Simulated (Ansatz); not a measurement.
## FeGe in Ansatz: the effect of starting spin order

The system is FeGe.

```
CELL_PARAMETERS angstrom
4.68900 0.00000 0.00000
0.00000 4.68900 0.00000
0.00000 0.00000 4.68900
ATOMIC_POSITIONS crystal
Ge 0.15800 0.34200 0.65800
Ge 0.34200 0.65800 0.15800
Ge 0.65800 0.15800 0.34200
Ge 0.84200 0.84200 0.84200
Fe 0.86500 0.63500 0.36500
Fe 0.63500 0.36500 0.86500
Fe 0.36500 0.86500 0.63500
Fe 0.13500 0.13500 0.13500
```

Alike in all runs:

- Program: Ansatz 0.2.0
- Task: single point
- Functional: PBEsol
- Potentials or basis: Ansatz PAW
- Cutoff: 420 eV (not typed: the program's choice for these potentials)
- k mesh: 6 × 6 × 6
- Occupations: fermi-dirac, width 0.05 eV

Q: One run gave: energy over the lowest run 31.2 meV/atom; final net moment 0.00 μB; final largest site moment 0.00 μB. Which starting spin order did it use?
A. ferri
B. ferromagnetic start, larger moments
C. fm
D. spin off

A: D.

```tsv
starting spin order	spin	starting moments	energy over the lowest run (meV/atom)	final net moment (μB)	final largest site moment (μB)
spin off	no spin polarisation	-	31.2	0.00	0.00
fm	collinear spin, ferromagnetic start	[0.0, 0.0, 0.0, 0.0, 3.0, 3.0, 3.0, 3.0] μB	0.0	4.21	1.16
ferri	collinear spin, ferrimagnetic start	[0.0, 0.0, 0.0, 0.0, 3.0, -1.5, 3.0, -1.5] μB	0.0	4.21	1.16
ferromagnetic start, larger moments	collinear spin, ferromagnetic start	[0.0, 0.0, 0.0, 0.0, 4.5, 4.5, 4.5, 4.5] μB	0.0	4.21	1.16
```

Caveats: the starting moments weren't kept (some runs).
